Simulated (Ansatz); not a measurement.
# RbBr: band gap under strain

Aim: follow the gap of RbBr in the rocksalt structure through these states: -2.5 % equal strain in all directions; -0.5 % biaxial strain in the (111) plane, free along [111]; -1.5 % biaxial strain in x and y, free along z. The table at the end shows which levels were run.

The runs shown are made with Ansatz 0.2.0. PAW datasets, plane waves. Calculated at 0 K for a non-magnetic cell.

### Step 1. Starting point

The unstrained cell was relaxed with r2SCAN; in each strained cell the atoms were relaxed again with r2SCAN. Names of k-points are those of the unstrained zone, where strain can split equivalent points. First state: -2.5 % equal strain in all directions.

Space group Fm-3m (No. 225), cubic; a = 6.749 Å in the conventional setting, 38.42 Å³ an atom. Around Rb lie 6 Br at 3.37 Å; around Br lie 6 Rb at 3.37 Å.

Coordinates:

```
Rb Br
1.0
     0.00000    3.37431    3.37431
     3.37431    0.00000    3.37431
     3.37431    3.37431    0.00000
Rb Br
1 1
Cartesian
  0.0000 0.0000 0.0000
  3.3743 3.3743 3.3743
```

From earlier runs on the unstrained cell: PBE 4.29 eV, r2SCAN 4.89 eV, HSE06 5.44 eV, G0W0 6.81 eV (on its mesh); a = 6.922 Å.

### Step 2. -2.5 % equal strain in all directions: PBE

Input file input.yaml:

```yaml
crystal:
  lattice:
    - [0.0, 3.3743054546, 3.3743054546]
    - [3.3743054546, 0.0, 3.3743054546]
    - [3.3743054546, 3.3743054546, 0.0]
  atoms:
    - { symbol: Rb, position: [0.0, 0.0, 0.0] }
    - { symbol: Br, position: [0.5, 0.5, 0.5] }
kpoints:
  mp_grid: { grid: [6, 6, 6] }
  band_path:
    path:
      - [0.0, 0.0, 0.0]
      - [0.5, 0.0, 0.5]
      - [0.625, 0.25, 0.625]
      - [0.375, 0.375, 0.75]
      - [0.5, 0.5, 0.5]
      - [0.5, 0.25, 0.75]
    npoints: 1
hamiltonian:
  xc: pbe
scf:
  occupations: { method: fermi_dirac, width: 0.02 }
  n_extra_bands: 4
output:
  forces: true
  stress: true
  eigenvalues: true
```

Started as:

```console
> ansatz run input.yaml --threads 4 --pin off --max-ram 4608MiB --backend cpu --events-out ev --progress --plain --runs-dir out
```

After this run come: -2.5 % equal strain in all directions: r2SCAN; -2.5 % equal strain in all directions: HSE06; -2.5 % equal strain in all directions: G0W0@PBE; -0.5 % biaxial strain in the (111) plane, free along [111]: PBE; -0.5 % biaxial strain in the (111) plane, free along [111]: r2SCAN; -0.5 % biaxial strain in the (111) plane, free along [111]: HSE06; -0.5 % biaxial strain in the (111) plane, free along [111]: G0W0@PBE; -1.5 % biaxial strain in x and y, free along z: PBE; -1.5 % biaxial strain in x and y, free along z: r2SCAN; -1.5 % biaxial strain in x and y, free along z: HSE06; -1.5 % biaxial strain in x and y, free along z: G0W0@PBE.

**Question.** What will these runs give?

As calculated:

Least gap in eV (negative: overlap), with the change from the unstrained cell in brackets. G0W0 is on its own coarse mesh.

```
                                                     state  volume change (%)           PBE        r2SCAN         HSE06          G0W0
                     -2.5 % equal strain in all directions               -7.3  4.49 (+0.20)  5.10 (+0.21)  5.66 (+0.22)  6.96 (+0.15)
-0.5 % biaxial strain in the (111) plane, free along [111]               -0.3  4.29 (+0.00)  4.89 (+0.00)  5.44 (+0.00)  6.81 (+0.00)
            -1.5 % biaxial strain in x and y, free along z               -2.6  4.35 (+0.06)  4.95 (+0.06)  5.51 (+0.07)  6.85 (+0.04)
```

**Reading.** The largest move of the HSE06 gap in the table is +0.214 eV, under -2.5 % equal strain in all directions. PBE and HSE06 differ by 1.15 eV on the unstrained gap, and by at most 0.02 eV on its change: PBE follows the response to strain far better than the gap itself. G0W0 here is at a finite number of bands, screening cutoff and k mesh, not at the basis limit.
